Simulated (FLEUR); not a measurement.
# As (R-3m) in FLEUR: notebook, part 2 of 2

FLEUR MaX-R8.1 (later development tree). The steps go on from the part before.

## (3) Equation of state, PBEsol, 20.24 Å³/atom (volume scaled by 0.94)

inp.xml

```xml
<?xml version="1.0" encoding="UTF-8" standalone="no"?>
<fleurInput fleurInputVersion="0.39">
   <comment>
      As                                                                                                  
   </comment>
   <calculationSetup>
      <cutoffs Kmax="4.6" Gmax="14.3" GmaxXC="14.3" numbands="0"/>
      <scfLoop itmax="60" minDistance="0.00001" maxIterBroyd="15" imix="Anderson" alpha="0.05" precondParam="0.0" spinf="2.0" sdNocoIR="T"/>
      <coreElectrons ctail="T" frcor="F" kcrel="0" coretail_lmax="0"/>
      <xcFunctional name="PBEs" relativisticCorrections="F"/>
      <magnetism jspins="1"/>
      <soc l_soc="F" theta="0.0" phi="0.0" spav="F"/>
      <expertModes spex="0" secvar="F"/>
      <geometryOptimization l_f="F" forcealpha="1.0" forcemix="BFGS" epsdisp="0.00001" epsforce="0.00001"/>
      <ldaU l_linMix="F" mixParam="0.05" spinf="1.0"/>
   </calculationSetup>
   <cell>
      <bzIntegration valenceElectrons="42.0" mode="hist" fermiSmearingEnergy="0.00183747">
         <kPointListSelection listName="default-1"/>
         <!-- k-points included here -->
         <xi:include xmlns:xi="http://www.w3.org/2001/XInclude" href="kpts.xml"> </xi:include>
      </bzIntegration>
      <!-- symmetry operations included here -->
      <xi:include xmlns:xi="http://www.w3.org/2001/XInclude" href="sym.xml"> </xi:include>
      <bulkLattice scale="0.9795861087">
         <bravaisMatrix>
            <row-1>    3.5541910345400498     2.0520131504382508     6.6406147544706311</row-1>
            <row-2>   -3.5541910345400498     2.0520131504382508     6.6406147544706311</row-2>
            <row-3>    0.0000000000000000    -4.1040263010654741     6.6406147544706311</row-3>
         </bravaisMatrix>
      </bulkLattice>
   </cell>
   <atomSpecies>
      <species name="Arsenic (As)" element="As" atomicNumber="33">
         <mtSphere radius="2.13" gridPoints="725" logIncrement="0.017"/>
         <atomicCutoffs lmax="9" lnonsphr="7"/>
         <electronConfig flipSpins="F">
            <coreConfig>(1s1/2) (2s1/2) (2p1/2) (2p3/2) (3s1/2)</coreConfig>
            <valenceConfig>(3p1/2) (3p3/2) (4s1/2) (3d3/2) (3d5/2) (4p1/2) (4p3/2)</valenceConfig>
            <stateOccupation state="(4p1/2)" spinUp="0.500000" spinDown="0.500000"/>
            <stateOccupation state="(4p3/2)" spinUp="1.000000" spinDown="1.000000"/>
         </electronConfig>
         <energyParameters s="4" p="4" d="3" f="4"/>
         <lo type="SCLO" l="1" n="3" eDeriv="0"/>
         <lo type="SCLO" l="1" n="3" eDeriv="1"/>
         <lo type="HELO" l="2" n="4" eDeriv="0"/>
         <lo type="HELO" l="2" n="4" eDeriv="1"/>
         <lo type="SCLO" l="0" n="4" eDeriv="2"/>
         <lo type="SCLO" l="3" n="4" eDeriv="2"/>
      </species>
   </atomSpecies>
   <atomGroups>
      <atomGroup species="Arsenic (As)">
         <relPos label="                   1">.2260000000 .2260000000 .2260000000</relPos>
         <relPos label="                   2">-.2260000000 -.2260000000 -.2260000000</relPos>
         <force calculate="T" relaxXYZ="TTT"/>
      </atomGroup>
   </atomGroups>
   <output dos="F" band="F" slice="F">
      <checks vchk="F" cdinf="F"/>
      <bandDOS minEnergy="-.5*Htr" maxEnergy="0.5*Htr" sigma="0.015" storeEVData="T"/>
      <vacuumDOS vacdos="F" integ="F" star="F" nstars="0" locx1="0.0" locy1="0.0" locx2="0.0" locy2="0.0" nstm="0" tworkf="0.0"/>
      <unfoldingBand unfoldBand="F" supercellX="1" supercellY="1" supercellZ="1"/>
      <plotting iplot="0" polar="F">
         <plot TwoD="T" vec1="  1.0  0.0  0.0" vec2="  0.0  1.0  0.0" vec3="  0.0  0.0  1.0" zero="  0.0  0.0  0.0" file="plot"/>
      </plotting>
      <chargeDensitySlicing numkpt="0" minEigenval="0.0" maxEigenval="0.0" nnne="0" pallst="F"/>
      <specialOutput eonly="F"/>
      <moessbauerParams electricFieldGradient="T" isomerShift="T" coreHyperfine="T" valenceHyperfine="T"/>
      <magneticCircularDichroism mcd="F" energyLo="-10.0" energyUp="0.0"/>
   </output>
  <!-- We include the file relax.xml here to enable relaxations (see documentation) -->
  <xi:include xmlns:xi="http://www.w3.org/2001/XInclude" href="relax.xml"> <xi:fallback/> </xi:include>
</fleurInput>
```

Potentials or basis: all-electron, FLAPW.

Launch:

```console
$ inpgen -f crystal.txt -profile fastHighL
$ # inp.xml edited to the form shown
$ fleur_MPI
```

Output:

```text
Welcome to FLEUR        (www.flapw.de)
      MaX-Release 8.1          (www.max-centre.eu)

 ========== k-point set info ==========
 Selected k-point list: default-1
 k-point list type: mesh
 9 x 9 x 9
 Number of k points: 85

 ------------Calculation Setup---------------------------
 Number of MPI-tasks      :            1
 Number of PE/node        :            1
 Number of OMP-threads    :            1
 Most efficient MPI parallelization for:
           1           5          17          85
 Additional eigenvalue parallelization possible
 Number of basis functions:          541
 Approximate size of matrices (H+S) per k-point:         0.004 GB
 --------------------------------------------------------
 Iteration:     1   Distance:       5.52920996 me/bohr^3
 Iteration:     2   Distance:       5.19976186 me/bohr^3
 Iteration:     3   Distance:       1.49736027 me/bohr^3
 Iteration:     4   Distance:       0.23655516 me/bohr^3
 Iteration:     5   Distance:       0.16602569 me/bohr^3
 Iteration:     6   Distance:       0.05676036 me/bohr^3
 Iteration:     7   Distance:       0.02506468 me/bohr^3
 Iteration:     8   Distance:       0.01045559 me/bohr^3
 Iteration:     9   Distance:       0.00079076 me/bohr^3
 Iteration:    10   Distance:       0.00069565 me/bohr^3
 Iteration:    11   Distance:       0.00010700 me/bohr^3
 Iteration:    12   Distance:       0.00002679 me/bohr^3
 Iteration:    13   Distance:       0.00000494 me/bohr^3

 ********************************************************************
 Run finished successfully
 Stop message:
   all done
 ********************************************************************
```

out.xml (last iteration):

```text
<iteration numberForCurrentRun="   13" overallNumber="   13">
         <energyParameters units="Htr">
            <atomicEP atomType="1" spin="1" branch="4s" branchLowest="-6.51" branchHighest="0.86" value="-0.1726109234"/>
            <atomicEP atomType="1" spin="1" branch="4p" branchLowest="-4.43" branchHighest="1.59" value="0.0799293220"/>
            <atomicEP atomType="1" spin="1" branch="3d" branchLowest="-9.99" branchHighest="-1.00" value="-1.0156668703"/>
[... 91 lines left out ...]
            </atomTypeDependentContributions>
            <tkbTimesEntropy value="0.0000496231"/>
            <freeEnergy value="-4518.9950748026"/>
            <extrapolationTo0K value="-4518.9950499911"/>
         </totalEnergy>
         <densityConvergence units="me/bohr^3">
            <chargeDensity spin="1" distance="0.0000049387"/>
         </densityConvergence>
      </iteration>
```

Wall time 70 s (1 thread of Arm Neoverse V2, shared host); peak memory 0.08 GiB.

Results:

```
Free energy                                           : -122968.1204 eV
Band gap on the k mesh                                : none (metal or under the smearing width)
Valence electrons inside the program's atomic spheres : As 18.71 (radii As 2.13 bohr)
```

## (4) Equation of state, PBEsol, 20.67 Å³/atom (volume scaled by 0.96)

inp.xml, as its differences from that of step 3:

```diff
@@ -24,3 +24,3 @@
       <xi:include xmlns:xi="http://www.w3.org/2001/XInclude" href="sym.xml"> </xi:include>
-      <bulkLattice scale="0.9795861087">
+      <bulkLattice scale="0.9864848297">
          <bravaisMatrix>
```

Launch:

```console
$ inpgen -f crystal.txt -profile fastHighL
$ # inp.xml edited to the form shown
$ fleur_MPI
```

Wall time 72 s (1 thread of Arm Neoverse V2, shared host); peak memory 0.09 GiB.

It converged, with:

| Item | Value |
| --- | --- |
| Free energy | -122968.1458 eV |
| Band gap on the k mesh | none (metal or under the smearing width) |
| Valence electrons inside the program's atomic spheres | As 18.69 (radii As 2.13 bohr) |

## (5) Equation of state, PBEsol, 21.53 Å³/atom

inp.xml, as its differences from that of step 4:

```diff
@@ -24,3 +24,3 @@
       <xi:include xmlns:xi="http://www.w3.org/2001/XInclude" href="sym.xml"> </xi:include>
-      <bulkLattice scale="0.9864848297">
+      <bulkLattice scale="1.0000000000">
          <bravaisMatrix>
```

Launch:

```console
$ inpgen -f crystal.txt -profile fastHighL
$ # inp.xml edited to the form shown
$ fleur_MPI
```

Run time: 72 s. Hardware: 1 thread of Arm Neoverse V2, shared host; peak memory 0.09 GiB.

The run converged. Its results:

| Item | Value |
| --- | --- |
| Free energy | -122968.1668 eV |
| Band gap on the k mesh | none (metal or under the smearing width) |
| Valence electrons inside the program's atomic spheres | As 18.67 (radii As 2.13 bohr) |

## (6) Equation of state, PBEsol, 22.39 Å³/atom (volume scaled by 1.04)

inp.xml, as its differences from that of step 5:

```diff
@@ -24,3 +24,3 @@
       <xi:include xmlns:xi="http://www.w3.org/2001/XInclude" href="sym.xml"> </xi:include>
-      <bulkLattice scale="1.0000000000">
+      <bulkLattice scale="1.0131594038">
          <bravaisMatrix>
```

Potentials or basis: all-electron, FLAPW.

Launch:

```console
$ inpgen -f crystal.txt -profile fastHighL
$ # inp.xml edited to the form shown
$ fleur_MPI
```

Wall time 77 s (1 thread of Arm Neoverse V2, shared host); peak memory 0.09 GiB.

It converged, with:

| Item | Value |
| --- | --- |
| Free energy | -122968.1541 eV |
| Band gap on the k mesh | none (metal or under the smearing width) |
| Valence electrons inside the program's atomic spheres | As 18.64 (radii As 2.13 bohr) |

## (7) Equation of state, PBEsol, 22.82 Å³/atom (volume scaled by 1.06)

inp.xml, as its differences from that of step 6:

```diff
@@ -24,3 +24,3 @@
       <xi:include xmlns:xi="http://www.w3.org/2001/XInclude" href="sym.xml"> </xi:include>
-      <bulkLattice scale="1.0131594038">
+      <bulkLattice scale="1.0196128224">
          <bravaisMatrix>
```

Launch:

```console
$ inpgen -f crystal.txt -profile fastHighL
$ # inp.xml edited to the form shown
$ fleur_MPI
```

It took 81 s on 1 thread of Arm Neoverse V2, shared host; peak memory 0.09 GiB.

Results (log left out):

- Free energy: -122968.1372 eV
- Band gap on the k mesh: none (metal or under the smearing width)
- Valence electrons inside the program's atomic spheres: As 18.63 (radii As 2.13 bohr)

## (8) Equation of state, PBEsol

This step only gathers the single runs of the series.

Results:

* Equilibrium volume: 21.61 Å³/atom
* Bulk modulus at fixed shape and positions: 77 GPa
* Pressure derivative of the bulk modulus: 4.2 (rough: it moves with the points fitted)

Energy against volume, from the lowest point:
```
volume (Å³/atom)  energy (meV/atom)
          20.239              23.17
          20.669              10.47
          21.530               0.00
          22.392               6.35
          22.822              14.81
```

Caveat: the cell was scaled at fixed shape and fractional positions, which overstates the stiffness of a crystal with free parameters, most of all of layers and chains.
